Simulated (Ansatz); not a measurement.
## Phonons of LiH (Fm-3m)

```xyz
2
Lattice="0.0000 1.9904 1.9904 1.9904 0.0000 1.9904 1.9904 1.9904 0.0000" Properties=species:S:1:pos:R:3 pbc="T T T"
Li    0.0000    0.0000    0.0000
H     1.9904    1.9904    1.9904
```

Level of theory, where no other is named: PBEsol, all-electron LAPW in Ansatz 0.2.0, scalar-relativistic. k mesh 8×8×8, fixed occupations, basis error target 1 meV/atom. The cell was relaxed by PAW under this functional, which moved its volume by -7 % from the database entry's.

Atoms are displaced by 0.01 Å in the smallest supercells that hold the wave vectors of a 2×2×2 mesh. Negative values stand for unstable modes. The zone centre has no LO-TO term.

Question: What are the phonon energies at the solved wave vectors, in meV?

Answer: 

```csv
q,point,modes (meV)
0.000 0.000 0.000,Gamma,76.75 (×3)
0.500 0.000 0.000,L,"35.37 (×2), 65.20, 98.72 (×2), 130.47"
0.500 0.500 0.000,X,"40.09 (×2), 53.36, 103.06 (×2), 126.76"
```

Question: Is the structure dynamically stable at these wave vectors?

Answer: Yes, no mode is unstable there; wave vectors off this mesh aren't tested.

Question: How do the optical zone-centre modes decompose, and which are active?

Answer: Point group m-3m: Γ_opt = T1u.

| label | meV | activity | mostly |
| --- | --- | --- | --- |
| T1u | 76.75 | IR | H (87 %) |

Question: How well do frozen-core PAW files reproduce these all-electron values?

Answer: With a cutoff of 420 eV and displacements of 0.0025 Å, the r.m.s. difference over the modes is 0.5 cm⁻¹; the largest difference is 619.8 (PAW) against 619.0 cm⁻¹ (LAPW).

Question: The cell is scaled evenly to 15.455 and 16.085 Å³ (from 15.770), with free atoms relaxed and the shape held. What are the mode Grüneisen parameters γ = −d ln ω/d ln V?

Answer: For the highest mode, 1067.0 cm⁻¹ in the small cell and 1038.1 in the large one give γ ≈ 0.69. From the change of the dynamical matrix on each mode:

```csv
point,cm⁻¹,γ
Gamma,619.0,1.55
L,285.3,1.28
L,525.9,0.77
L,796.2,1.17
L,1052.3,0.69
X,323.3,0.97
X,430.3,1.33
X,831.2,1.01
X,1022.4,0.71
```

Weighted by the modes' heat capacities at 300 K, the mean on this mesh is 1.12; it moves with the q mesh, and a coarse one overweights the zone boundary.

Question: Linear response on PAW files adds the field. What are the dielectric tensor, the Born charges and the LO shift?

Answer: ε∞ = (4.69, 4.69, 4.69) along x, y, z with local fields. Born charges (xx, yy, zz): Li1 (1.02, 1.02, 1.02); H2 (-1.02, -1.02, -1.02). The highest zone-centre mode lies at 619.8 cm⁻¹ without the macroscopic field and at 1079.6 cm⁻¹ with it, for q along x. Lyddane-Sachs-Teller then gives ε₀ = ε∞ (ω_LO/ω_TO)² = 14.23. With the ions free to follow the field, the program's ε₀ is (14.23, 14.23, 14.23).

Limits of these numbers: the frozen-core PAW files of the compared runs were fitted under PBE, their cores solved anew for this functional; field response not resolved by the mesh; semilocal gaps are low, and ε∞ tends to come out large.
